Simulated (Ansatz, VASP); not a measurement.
**One calculation of BN, two programs**

```
B N
1.0
     0.00000    1.81500    1.81500
     1.81500    0.00000    1.81500
     1.81500    1.81500    0.00000
B N
1 1
Direct
  0.00954 0.00954 0.00954
  0.25000 0.25000 0.25000
```

Alike in both runs: task single point; functional HSE06; k mesh 4 × 4 × 4; occupations fermi-dirac, width 0.05 eV; no spin polarisation.

|  | VASP | Ansatz |
| --- | --- | --- |
| version | VASP 6.6.1 | Ansatz 0.2.0 development build |
| potentials or method | VASP PAW PBE potentials, release 64 (B, N) | plane waves, PAW datasets (generated soft set 1) |
| plane-wave cutoff (eV) | 520 | 420 |
| valence electrons in the cell | 8 | 8 |

```tsv
	VASP	Ansatz	Ansatz less VASP
gap on the k mesh at the Fermi level (eV)	5.42	5.41	-0.005
rms of the force components (eV/Å)	0.979	0.971	-0.0079
```

Atom by atom the forces differ by 0.008 eV/Å (rms over components). Ansatz warned: «stress_exchange_threshold_loose».

Caveats: the k mesh is coarse (spacing up to 0.75 Å⁻¹), so the values aren't converged, least of all with exact exchange; the PAW data sets were made with another functional, which shifts forces and pressure a little (VASP). A k mesh can miss the band edges.
